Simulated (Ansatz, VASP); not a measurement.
## One calculation of MoS, two programs

```
CELL_PARAMETERS angstrom
2.98891 0.00000 0.00000
0.00000 2.98891 0.00000
0.00000 0.00000 2.98891
ATOMIC_POSITIONS crystal
Mo 0.00000 0.00000 0.00000
S 0.50000 0.50000 0.50000
```

Alike in both runs: task single point; functional PBEsol; k mesh 10 × 10 × 10; occupations gaussian, width 0.05 eV; collinear spin.

```csv
,VASP,Ansatz
version,VASP 6.6.1,Ansatz 0.2.0
potentials or method,"VASP PAW PBE potentials, release 64 (Mo_sv, S)","scalar-relativistic, plane waves, PAW"
plane-wave cutoff (eV),520,420
valence electrons in the cell,20,20
```

```csv
,VASP,Ansatz,Ansatz less VASP
gap on the k mesh at the Fermi level (eV),none,none,-
pressure (GPa),-4.1,-4.5,-0.45
net moment per atom (μB),0.00,0.00,0.000
```

A gap of «none» marks a metal or a gap that the smearing closes. With one functional, cell and mesh, what is left measures potentials, basis and numerics. Ansatz warned: «seeded_moment_not_kept».

Caveats: the PAW data sets were made with another functional, which shifts forces and pressure a little (VASP).
